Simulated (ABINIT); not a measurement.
MnS:

```
Mn S
1.0
     0.00000    2.47346    2.47346
     2.47346    0.00000    2.47346
     2.47346    2.47346    0.00000
Mn S
1 1
Direct
  0.00000 0.00000 0.00000
  0.75000 0.75000 0.75000
```

The cell is a database's computed one.

* Program: ABINIT 10.8.3 (patched build)
* Task: relaxation of cell and atoms
* Functional: PBEsol
* Potentials or basis: Ansatz PAW PBE default generated set, frozen core
* Cutoff: 419 eV
* k mesh: 7 × 7 × 7
* Occupations: fermi-dirac, width 0.05 eV
* Spin: collinear spin, ferromagnetic start
* Starting moments: [4.0, 0.0] μB

At the start: pressure -2.9 GPa; volume 15.13 Å³/atom.

Question: How do energy, volume and symmetry change on relaxing?

Answer: Over 4 steps the energy falls by 2.7 meV/atom and the volume is 14.83 Å³/atom (-2.0 %); space group F-43m (No. 216, to 0.05 Å); moment 0.25 μB per cell.

Step by step:
| step | energy change (eV) | largest force (eV/Å) | pressure (GPa) | volume (Å³) |
| --- | --- | --- | --- | --- |
| 1 | 0.0000 | 0.0000 | -2.87 | 30.27 |
| 2 | -0.0037 | 0.0000 | -1.64 | 30.00 |
| 3 | -0.0054 | 0.0000 | 0.05 | 29.66 |
| 4 | -0.0054 | 0.0000 | 0.00 | 29.67 |

Final structure:
```
CELL_PARAMETERS angstrom
0.00000 2.45709 2.45709
2.45709 0.00000 2.45709
2.45709 2.45709 0.00000
ATOMIC_POSITIONS crystal
Mn 0.00000 0.00000 0.00000
S 0.75000 0.75000 0.75000
```

Caveat: Libxc's GGAs can fail where the two spin gradients oppose each other; the atomic spheres overlap; the PAW data sets were made with another functional, which shifts forces and pressure a little; the moment fell far below its start of 4 μB, so a state of higher moment may lie lower in energy.
